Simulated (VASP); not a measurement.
A run of VASP 6.6.1 is set up as follows.

The input INCAR:

```
ALGO = Fast
EDIFF = 1E-6
ENCUT = 520
GGA = PS
ISIF = 2
ISMEAR = 0
LASPH = T
LCHARG = F
LREAL = F
LWAVE = F
NBANDS = 16
NELM = 100
PREC = Accurate
SIGMA = 0.05
```

KPOINTS

```
k-points
0
Gamma
  12 12 4
```

Contents of POSCAR:

```
BN
1.0
    2.5043488457      0.0000000000      0.0000000000
   -1.2521744229      2.1688297203      0.0000000000
    0.0000000000      0.0000000000      7.0190956742
B N
2 2
Direct
    0.3333333333      0.6666666667      0.2500000000
    0.6666666667      0.3333333333      0.7500000000
    0.3199080550      0.7033452091      0.7500000000
    0.6666666667      0.3333333333      0.2500000000
```

Potentials or basis: VASP PAW PBE potentials, release 64 (B, N).

Run with:

```bash
$ cat potpaw_PBE.64/B/POTCAR potpaw_PBE.64/N/POTCAR > POTCAR
$ mpirun -np 1 vasp_std > vasp.out
```

Q: Predict the pressure.

A: 2.4 GPa.

Q: What does it give for the largest force?

A: 4.168 eV/Å.

Q: Estimate the band gap on the k mesh.

A: 4.06 eV, indirect (least direct gap 4.54 eV).

Forces on the atoms (eV/Å):
```
B   -0.002  0.001  0.000
B   -2.496  3.333  0.000
N    2.497 -3.336  0.000
N    0.000  0.002  0.000
```

Caveat: the PAW data sets were made with another functional, which shifts forces and pressure a little; this functional lacks dispersion, which binds the layers, so the pressure and a relaxed spacing across them are unreliable. A k mesh can miss the band edges.
